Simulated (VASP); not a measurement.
# BN (P6_3/mmc) in VASP: notebook

The runs below take BN through relaxation of cell and atoms, single point, with PBEsol+D3(BJ), PBE.

Everything below comes from runs of VASP 6.6.1. Logs are shortened: lines on timing, memory, paths and dates and some standing lists are left out, and cuts for length are marked.

## 1. Starting point

The structure is hexagonal, space group P6_3/mmc (No. 194). The conventional cell has a = 2.498 Å, b = 2.498 Å, c = 6.636 Å, α = 90.00°, β = 90.00°, γ = 120.00°. Around N (site symmetry -6m2) lie 3 B at 1.44 Å. B (site symmetry -6m2) has 3 N at 1.44 Å as nearest neighbours.

## 2. Relaxation of cell and atoms, PBEsol+D3(BJ)

run.py

```python
from ase import Atoms
from ase.calculators.vasp import Vasp
from ase.filters import FrechetCellFilter
from ase.optimize import BFGS

atoms = Atoms(
    ['N', 'N', 'B', 'B'],
    cell=[[2.49824, 0.0, 0.0], [-1.24912, 2.1635393048, 0.0], [0.0, 0.0, 6.6357]],
    scaled_positions=[[0.6666666667, 0.3333333333, 0.25], [0.3333333333, 0.6666666667, 0.75], [0.6666666667, 0.3333333333, 0.75], [0.3333333333, 0.6666666667, 0.25]],
    pbc=True,
)
calc = Vasp(
    directory='calc',
    xc='pbesol',
    pp='PBE',
    setups='recommended',
    prec='Accurate',
    encut=600,
    ediff=1e-07,
    ismear=-1,
    sigma=0.1,
    lreal=False,
    lasph=True,
    nelm=100,
    algo='Normal',
    isif=2,
    lwave=False,
    lcharg=False,
    ivdw=12,
    kpts=[12, 12, 4],
    gamma=True,
)
atoms.calc = calc
opt = BFGS(FrechetCellFilter(atoms), trajectory='relax.traj')
converged = opt.run(fmax=0.01, steps=40)
print('converged:', converged)

print('energy (eV):', atoms.get_potential_energy())
print('free energy (eV):', atoms.get_potential_energy(force_consistent=True))
print('forces (eV/A):')
print(atoms.get_forces())
print('stress (eV/A^3, Voigt):', atoms.get_stress())
print('Fermi level (eV):', calc.get_fermi_level())
print('cell (A, degrees):', atoms.cell.cellpar())
print('volume (A^3):', atoms.get_volume())
print('scaled positions:')
print(atoms.get_scaled_positions())
```

Potentials or basis: VASP PAW PBE potentials, release 64 (N, B).

On the command line:

```
python run.py
```

Output:

```text
Step     Time          Energy          fmax
BFGS:    0 --:--:--      -36.975674        0.071086
BFGS:    1 --:--:--      -36.975898        0.066076
BFGS:    2 --:--:--      -36.976576        0.064092
BFGS:    3 --:--:--      -36.976678        0.063473
BFGS:    4 --:--:--      -36.977693        0.106440
BFGS:    5 --:--:--      -36.978533        0.137614
BFGS:    6 --:--:--      -36.979166        0.110987
BFGS:    7 --:--:--      -36.979417        0.043346
BFGS:    8 --:--:--      -36.979477        0.001484
converged: True
energy (eV): -36.97947688
free energy (eV): -36.97947688
forces (eV/A):
[[-0.  0.  0.]
 [ 0.  0.  0.]
 [ 0. -0.  0.]
 [-0.  0.  0.]]
stress (eV/A^3, Voigt): [ 1.72308575e-04  1.72308575e-04 -9.66101727e-05  0.00000000e+00
 -0.00000000e+00 -0.00000000e+00]
Fermi level (eV): 4.67461452
cell (A, degrees): [  2.50127251   2.50127251   6.35798286  90.          90.
 120.        ]
volume (A^3): 34.44863396721868
scaled positions:
[[0.66666667 0.33333333 0.25      ]
 [0.33333333 0.66666667 0.75      ]
 [0.66666667 0.33333333 0.75      ]
 [0.33333333 0.66666667 0.25      ]]
```

OUTCAR:

```text
ENCUT = 600.000000
   EDIFF = 1.00e-07
   GGA = PS
   PREC = Accurate
   ISIF = 2
   ISMEAR = -1
   NELM = 100
   IVDW = 12
   LASPH = .TRUE.
   LREAL = .FALSE.
 IVDW          = 12

 ion  position               nearest neighbor table
   1  0.667  0.333  0.250-   4 1.44   4 1.44   4 1.44
   2  0.333  0.667  0.750-   3 1.44   3 1.44   3 1.44
   3  0.667  0.333  0.750-   2 1.44   2 1.44   2 1.44
   4  0.333  0.667  0.250-   1 1.44   1 1.44   1 1.44

  LATTYP: Found a hexagonal cell.
 ALAT       =     2.5012725107
 C/A-ratio  =     2.5418993072

  Lattice vectors:

 A1 = (   2.5012725107,   0.0000000000,   0.0000000000)
 A2 = (  -1.2506362553,   2.1661655361,   0.0000000000)
 A3 = (   0.0000000000,   0.0000000000,   6.3579828619)

Analysis of symmetry for initial positions (statically):
=====================================================================
 Subroutine PRICEL returns:
 Original cell was already a primitive cell.

 Routine SETGRP: Setting up the symmetry group for a
 hexagonal supercell.

 Subroutine GETGRP returns: Found 24 space group operations
 (whereof 12 operations were pure point group operations)
 out of a pool of 24 trial point group operations.

The static configuration has the point symmetry D_3d.
 The point group associated with its full space group is D_6h.

Analysis of symmetry for dynamics (positions and initial velocities):
=====================================================================
 Subroutine PRICEL returns:
 Original cell was already a primitive cell.

 Routine SETGRP: Setting up the symmetry group for a
 hexagonal supercell.

 Subroutine GETGRP returns: Found 24 space group operations
 (whereof 12 operations were pure point group operations)
 out of a pool of 24 trial point group operations.

The dynamic configuration has the point symmetry D_3d.
 The point group associated with its full space group is D_6h.
[... 148 lines left out ...]
  free energy    TOTEN  =       -36.55669575 eV

  energy without entropy =      -36.55669575  energy(sigma->0) =      -36.55669575

 E-fermi :   4.6746     XC(G=0): -10.6002

 val. band max:        2.6049020778   @ k =   0.3333   0.2500   0.0000
 cond. band min:       6.6735707600   @ k =   0.5000  -0.0000   0.0000
 fundamental gap:      4.0686686823
 Fermi energy:         4.6746145206

 k-point     1 :       0.0000    0.0000    0.0000
  band No.  band energies     occupation
      1     -15.2746      2.00000
      2     -14.8558      2.00000
      3      -3.9593      2.00000
      4      -1.2871      2.00000
      5       1.2559      2.00000
      6       1.2559      2.00000
      7       1.3136      2.00000
      8       1.3136      2.00000
      9       7.9113      0.00000
     10      13.2699      0.00000
     11      14.0693      0.00000
     12      14.0704      0.00000
[... 331 lines left out ...]
 k-point    24 :       0.3333    0.0000    0.2500
  band No.  band energies     occupation
      1     -13.2128      2.00000
      2     -12.9980      2.00000
      3      -4.3440      2.00000
      4      -4.2539      2.00000
      5      -1.0162      2.00000
      6      -0.9501      2.00000
      7      -0.8235      2.00000
      8       0.7141      2.00000
      9       9.2801      0.00000
     10      10.0743      0.00000
     11      11.6325      0.00000
     12      12.7465      0.00000

 [... further k-points ...]

------------------------ aborting loop because EDIFF is reached ----------------------------------------

 Edisp (eV)   -0.42278

 E8    (eV) :    -0.2109

  FORCE on cell =-STRESS in cart. coord.  units (eV):
  Direction    XX          YY          ZZ          XY          YZ          ZX
  --------------------------------------------------------------------------------------
  -------------------------------------------------------------------------------------
  Total      -0.00594    -0.00594     0.00333    -0.00000    -0.00000     0.00000
  in kB      -0.27607    -0.27607     0.15479    -0.00000    -0.00000     0.00000
  external pressure =       -0.13 kB  Pullay stress =        0.00 kB

 VOLUME and BASIS-vectors are now :
 -----------------------------------------------------------------------------
  energy-cutoff  :      600.00
  volume of cell :       34.45
      direct lattice vectors                 reciprocal lattice vectors
     2.501272511  0.000000000  0.000000000     0.399796502  0.230822618 -0.000000000
    -1.250636255  2.166165536  0.000000000     0.000000000  0.461645236 -0.000000000
     0.000000000  0.000000000  6.357982862     0.000000000 -0.000000000  0.157282588

 POSITION                                       TOTAL-FORCE (eV/Angst)
 -----------------------------------------------------------------------------------
      1.25064      0.72206      1.58950        -0.000000      0.000000      0.000000
     -0.00000      1.44411      4.76849         0.000000      0.000000      0.000000
      1.25064      0.72206      4.76849         0.000000     -0.000000      0.000000
     -0.00000      1.44411      1.58950        -0.000000      0.000000      0.000000
 -----------------------------------------------------------------------------------
    total drift:                               -0.000000      0.000000     -0.000000

  FREE ENERGIE OF THE ION-ELECTRON SYSTEM (eV)
  ---------------------------------------------------
  free  energy   TOTEN  =       -36.9794768791 eV

  energy  without entropy=      -36.9794768787  energy(sigma->0) =      -36.97947688
```

INCAR:

```text
ENCUT = 600.000000
SIGMA = 0.100000
EDIFF = 1.00e-07
ALGO = Normal
GGA = PS
PREC = Accurate
ISIF = 2
ISMEAR = -1
NELM = 100
IVDW = 12
LASPH = .TRUE.
LCHARG = .FALSE.
LWAVE = .FALSE.
LREAL = .FALSE.
```

It took 3.3 min on 1 thread of Intel Xeon Platinum 8259CL at 2.50GHz (Skylake/Cascade Lake), shared host; peak memory 0.17 GiB.

Results:

```yaml
Free_energy: -36.9795 eV
Relaxed_volume: 8.61 Å³/atom
Relaxed_cell: a = 2.501 Å, b = 2.501 Å, c = 6.358 Å, α = 90.00°, β = 90.00°, γ = 120.00°
Space_group_after_relaxing_to_0.05_Å: P6_3/mmc (No. 194)
Energy_gained_by_relaxing: 1.0 meV/atom
Ionic_steps: 9
Pressure_after_relaxing: 0.0 GPa
Band_gap_on_the_k_mesh: 4.07 eV, indirect (least direct gap 4.44 eV)
Dispersion_energy_per_atom: -0.106 eV
```

Step by step:
```csv
step,energy change (eV),largest force (eV/Å),pressure (GPa),volume (Å³)
1,0.0000,0.0000,0.45,35.87
2,-0.0002,0.0000,0.27,35.88
3,-0.0009,0.0000,-0.73,35.92
4,-0.0010,0.0000,-0.82,35.91
5,-0.0020,0.0000,-1.58,35.67
6,-0.0029,0.0000,-1.87,35.29
7,-0.0035,0.0000,-1.40,34.69
8,-0.0037,0.0000,-0.52,34.45
9,-0.0038,0.0000,-0.01,34.45
```

Final structure:
```
N B
1.0
     2.50127    0.00000    0.00000
    -1.25064    2.16617    0.00000
     0.00000    0.00000    6.35798
N B
2 2
Direct
  0.66667 0.33333 0.25000
  0.33333 0.66667 0.75000
  0.66667 0.33333 0.75000
  0.33333 0.66667 0.25000
```

Levels at points of the mesh, in eV from the valence-band top:
```
           k point  band 4  band 5  band 6  band 7  band 8  band 9  band 10  band 11  band 12
(0.00, 0.00, 0.00)   -3.89   -1.35   -1.35   -1.29   -1.29    5.31    10.66    11.46    11.47
(0.50, 0.00, 0.00)   -8.89   -4.19   -4.10   -1.67   -0.38    4.07     5.77     9.48     9.84
(0.00, 0.00, 0.50)   -5.40   -1.32   -1.32   -1.32   -1.32    7.96     7.96    11.55    11.55
(0.50, 0.00, 0.50)   -8.95   -4.15   -4.15   -0.98   -0.98    4.59     4.59     9.88     9.88
```

Caveat: the PAW data sets were made with another functional, which shifts forces and pressure a little.

## 3. Single point, PBE

INCAR

```
SYSTEM = BN
  ALGO = Normal
  DIPOL = 0.5 0.5 0.500
  EDIFF = 1E-8
  ENCUT = 750
  GGA = PE
  IDIPOL = 3
  ISIF = 2
  ISMEAR = 0
  LASPH = .True.
  LCHARG = .False.
  LDIPOL = .True.
  LREAL = .False.
  LVACPOTAV = .True.
  LVHAR = .True.
  LWAVE = .False.
  NBANDS = 14
  NELM = 120
  PREC = Accurate
  SIGMA = 0.05
```

KPOINTS

```
k-points
0
Gamma
  17 17 1
  0 0 0
```

POSCAR

```
BN
1.0
    2.4982400000      0.0000000000      0.0000000000
   -1.2491200000      2.1635393000      0.0000000000
    0.0000000000      0.0000000000     22.0000000000
N B
1 1
Direct
    0.3333333333      0.6666666667      0.5000000000
    0.6666666667      0.3333333333      0.5000000000
```

Potentials or basis: VASP PAW PBE potentials, release 64 (N, B).

On the command line:

```
cat potpaw_PBE.64/N/POTCAR potpaw_PBE.64/B/POTCAR > POTCAR
mpirun -np 1 vasp_std > vasp.out
```

OUTCAR:

```text
SYSTEM = BN
   EDIFF = 1E-8
   ENCUT = 750
   GGA = PE
   ISIF = 2
   ISMEAR = 0
   LASPH = .True.
   LREAL = .False.
   NELM = 120
   PREC = Accurate

 ion  position               nearest neighbor table
   1  0.333  0.667  0.500-   2 1.44   2 1.44   2 1.44
   2  0.667  0.333  0.500-   1 1.44   1 1.44   1 1.44

  LATTYP: Found a hexagonal cell.
 ALAT       =     2.4982400000
 C/A-ratio  =     8.8061995645

  Lattice vectors:

 A1 = (   2.4982400000,   0.0000000000,   0.0000000000)
 A2 = (  -1.2491200000,   2.1635393000,   0.0000000000)
 A3 = (   0.0000000000,   0.0000000000,  22.0000000000)

Analysis of symmetry for initial positions (statically):
=====================================================================
 Subroutine PRICEL returns:
 Original cell was already a primitive cell.

 Routine SETGRP: Setting up the symmetry group for a
 hexagonal supercell.

 Subroutine GETGRP returns: Found 12 space group operations
 (whereof 12 operations were pure point group operations)
 out of a pool of 24 trial point group operations.

The static configuration has the point symmetry D_3h.

Analysis of symmetry for dynamics (positions and initial velocities):
=====================================================================
 Subroutine PRICEL returns:
 Original cell was already a primitive cell.

 Routine SETGRP: Setting up the symmetry group for a
 hexagonal supercell.

 Subroutine GETGRP returns: Found 12 space group operations
 (whereof 12 operations were pure point group operations)
 out of a pool of 24 trial point group operations.

The dynamic configuration has the point symmetry D_3h.

 Subroutine INISYM returns: Found 12 space group operations
 (whereof 12 operations are pure point group operations),
 and found     1 'primitive' translations

----------------------------------------------------------------------------------------

                                     Primitive cell

  volume of cell :     118.9109
[... 129 lines left out ...]

 number of electron       7.9999999 magnetization

 dipolmoment           0.000000      0.000000     -0.000000 electrons x Angstroem

 Free energy of the ion-electron system (eV)
  ---------------------------------------------------
  ext. energy  EPLUGINS =         0.00000000
  ---------------------------------------------------
  free energy    TOTEN  =       -17.60518767 eV

  energy without entropy =      -17.60518767  energy(sigma->0) =      -17.60518767

 E-fermi :  -4.4080     XC(G=0):  -1.9118

 val. band max:       -4.6214673728   @ k =   0.3529   0.2941   0.0000
 cond. band min:       0.1071028305   @ k =   0.0000   0.0000   0.0000
 fundamental gap:      4.7285702033
 Fermi energy:        -4.4079832986

 k-point     1 :       0.0000    0.0000    0.0000
  band No.  band energies     occupation
      1     -22.2827      2.00000
      2      -9.8568      2.00000
      3      -5.9034      2.00000
      4      -5.9034      2.00000
      5       0.1071      0.00000
      6       1.0075      0.00000
      7       1.3574      0.00000
      8       2.0582      0.00000
      9       2.3931      0.00000
     10       3.7343      0.00000
     11       4.1637      0.00000
     12       5.9976      0.00000
     13       6.4981      0.00000
     14       7.0774      0.00000
[... 377 lines left out ...]
      1     -20.5947      2.00000
      2     -10.4022      2.00000
      3      -8.7408      2.00000
      4      -7.5587      2.00000
      5       3.0560      0.00000
      6       3.0671      0.00000
      7       4.3554      0.00000
      8       4.3682      0.00000
      9       5.2389      0.00000
     10       5.3693      0.00000
     11       6.8996      0.00000
     12       7.0892      0.00000
     13       8.0812      0.00000
     14       9.1272      0.00000

 [... further k-points ...]

------------------------ aborting loop because EDIFF is reached ----------------------------------------

 vacuum level on the upper side and lower side of the slab       (xc-potential included)        -0.091        -0.091

  FORCE on cell =-STRESS in cart. coord.  units (eV):
  Direction    XX          YY          ZZ          XY          YZ          ZX
  --------------------------------------------------------------------------------------
  -------------------------------------------------------------------------------------
  Total        0.6899363      0.6899363     -0.0239560      0.0000000      0.0000000     -0.0000000
  in kB        9.2960388      9.2960387     -0.3227778      0.0000000      0.0000000     -0.0000000
  external PRESSURE =       6.0897666 kB  Pullay stress =       0.0000000 kB

 VOLUME and BASIS-vectors are now :
 -----------------------------------------------------------------------------
  energy-cutoff  :      750.00
  volume of cell :      118.91
      direct lattice vectors                 reciprocal lattice vectors
     2.498240000  0.000000000  0.000000000     0.400281798  0.231102805  0.000000000
    -1.249120000  2.163539300  0.000000000     0.000000000  0.462205609  0.000000000
     0.000000000  0.000000000 22.000000000     0.000000000  0.000000000  0.045454545

 POSITION                                       TOTAL-FORCE (eV/Angst)
 -----------------------------------------------------------------------------------
     -0.00000      1.44236     11.00000        -0.000000      0.000000      0.000000
      1.24912      0.72118     11.00000         0.000000     -0.000000      0.000000
 -----------------------------------------------------------------------------------
    total drift:                               -0.000000      0.000000     -0.000000

  FREE ENERGIE OF THE ION-ELECTRON SYSTEM (eV)
  ---------------------------------------------------
  free  energy   TOTEN  =       -17.6051876684 eV

  energy  without entropy=      -17.6051876684  energy(sigma->0) =      -17.60518767

 vacuum level on the upper side and lower side of the slab         1.226         1.226
```

Wall time 2.3 min (1 thread of Intel Xeon Platinum 8259CL at 2.50GHz (Skylake/Cascade Lake), shared host); peak memory 0.36 GiB.

Results:

```yaml
Free_energy: -17.6052 eV
Band_gap_on_the_k_mesh: 4.73 eV, indirect (least direct gap 4.79 eV)
Ionisation_potential_of_the_upper_face: 5.85 eV
```

As with any semilocal functional, this PBE gap is likely too small.
